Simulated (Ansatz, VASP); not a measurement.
**Two plane-wave programs on Gd**

The input INCAR:

```
PREC = Accurate
ENCUT = 520
EDIFF = 1E-6
ISMEAR = -1
SIGMA = 0.05
LREAL = False
LASPH = True
NELM = 150
ALGO = Normal
ISIF = 2
LWAVE = False
LCHARG = True
ISPIN = 2
MAGMOM = 8.5
LORBIT = 11
LMAXMIX = 6
GGA = PS
LELF = True
LVHAR = True
NBANDS = 19
```

File KPOINTS:

```
Automatic mesh
0
Gamma
  9 9 9
```

The input POSCAR:

```
Gd
1.0
   -2.0250000000      2.0250000000      2.0250000000
    2.0250000000     -2.0250000000      2.0250000000
    2.0250000000      2.0250000000     -2.0250000000
Gd
1
Direct
    0.0000000000      0.0000000000      0.0000000000
```

input.yaml

```yaml
crystal:
  lattice:
    - [-2.025, 2.025, 2.025]
    - [2.025, -2.025, 2.025]
    - [2.025, 2.025, -2.025]
  atoms:
    - { symbol: Gd, position: [0.0, 0.0, 0.0], spin: 8.5 }
hamiltonian:
  xc: pbesol
  pseudopotentials: { kind: paw }
magnetization:
  spin_polarized: true
kpoints:
  mp_grid: { grid: [9, 9, 9] }
scf:
  occupations: { method: fermi_dirac, width: 0.05 }
output:
  forces: true
  stress: true
  eigenvalues: true
```

This isn't the form of Gd at room conditions, which is hcp.

Alike in both runs: task single point; functional PBEsol; k mesh 9 × 9 × 9; occupations fermi-dirac, width 0.05 eV; collinear spin.

|  | VASP | Ansatz |
| --- | --- | --- |
| version | VASP 6.6.1 | Ansatz 0.2.0 |
| potentials or method | VASP PAW PBE potentials, release 64 (Gd) | Ansatz PAW |
| plane-wave cutoff (eV) | 520 | 420 |
| valence electrons in the cell | 18 | 18 |

VASP gave:

| Item | Value |
| --- | --- |
| gap on the k mesh at the Fermi level (eV) | none |
| pressure (GPa) | -2.1 |
| net moment per atom (μB) | 7.61 |
| size of the moment on the site where the two differ most (μB) | 7.00 |

Q: What did Ansatz give for the same quantities?

A: gap on the k mesh at the Fermi level (eV): none; pressure (GPa): -2.3; net moment per atom (μB): 7.61; size of the moment on the site where the two differ most (μB): 7.32.

Site moments also hang on the region over which each program counts them. A gap of «none» marks a metal or a gap that the smearing closes. With one functional, cell and mesh, what is left measures potentials, basis and numerics.

Caveats: spin-orbit coupling is left out, which moves the levels of the heavy elements; the PAW data sets were made with another functional, which shifts forces and pressure a little (VASP); the PAW data sets come from PBE, with cores solved anew for the run's functional, which leaves a small shift of forces and pressure (Ansatz). The state reached can hang on the start; a lower one may exist.
